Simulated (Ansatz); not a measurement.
# MoP under changes of volume

One of the cells (14.353 Å³/atom); the others are scaled copies at fixed shape and fractional positions:

```xyz
2
Lattice="3.2230 0.0000 0.0000 -1.6115 2.7912 0.0000 0.0000 0.0000 3.1910" Properties=species:S:1:pos:R:3 pbc="T T T"
Mo    0.0000    0.0000    0.0000
P     0.0000    1.8608    1.5955
```

| Quantity | Value |
| --- | --- |
| Program | Ansatz 0.2.0 |
| Functional | PBE |
| Potentials or basis | Ansatz PAW |
| Cutoff | 420 eV (not typed: the program's choice for these potentials) |
| k mesh | 10 × 10 × 8 |
| Occupations | fermi-dirac, width 0.05 eV |
| Spin | no spin polarisation |

```csv
volume (Å³/atom),energy over the lowest point (meV/atom),pressure (GPa)
13.492,56.40,19.2
13.779,27.67,13.0
14.066,9.39,7.5
14.353,0.48,2.6
14.640,0.00,-1.9
14.927,?,?
15.214,20.96,-9.5
```

What does the run at 14.927 Å³/atom give?

Energy over the lowest point 7.08 meV/atom; pressure -5.9 GPa.

Worked out: A Birch-Murnaghan fit of order 3 (a polynomial in V^(-2/3)) to the other rows has its minimum at 14.51 Å³/atom with B0 = V·E''(V) = 224 GPa and B' = 4.4 at fixed shape and positions, which overstates the stiffness. It gives 7.08 meV/atom at 14.927 Å³/atom, against the run's 7.08, and -dE/dV = -5.9 GPa, against -5.9.

Energies are extrapolated to zero smearing.
